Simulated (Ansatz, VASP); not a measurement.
## Se in VASP and in Ansatz

```
CELL_PARAMETERS angstrom
-1.73030 1.73030 1.73030
1.73030 -1.73030 1.73030
1.73030 1.73030 -1.73030
ATOMIC_POSITIONS crystal
Se 0.00000 0.00000 0.00000
```

The cell was built by a generator and needn't be a form met in nature.

Alike in both runs: functional revPBE; k mesh 13 × 13 × 13; occupations fermi-dirac, width 0.1 eV; no spin polarisation.

Ansatz relaxed the structure, and its values are those at the end. VASP's run is a single point on that final structure, the one shown.

|  | VASP | Ansatz |
| --- | --- | --- |
| version | VASP 6.6.1 | Ansatz 0.2.0 |
| potentials or method | VASP PAW PBE potentials, release 64 (Se) | plane waves (420 eV) with PAW, scalar-relativistic |
| plane-wave cutoff (eV) | 520 | 420 |
| valence electrons in the cell | 6 | 16 |

|  | VASP | Ansatz | Ansatz less VASP |
| --- | --- | --- | --- |
| pressure (GPa) | 0.0 | 0.0 | +0.04 |

The functional is the same, so the differences come from potentials, cutoffs and numerics. The two sets of potentials don't hold the same shells in valence.

Caveats: the PAW data sets were made with another functional, which shifts forces and pressure a little (VASP).
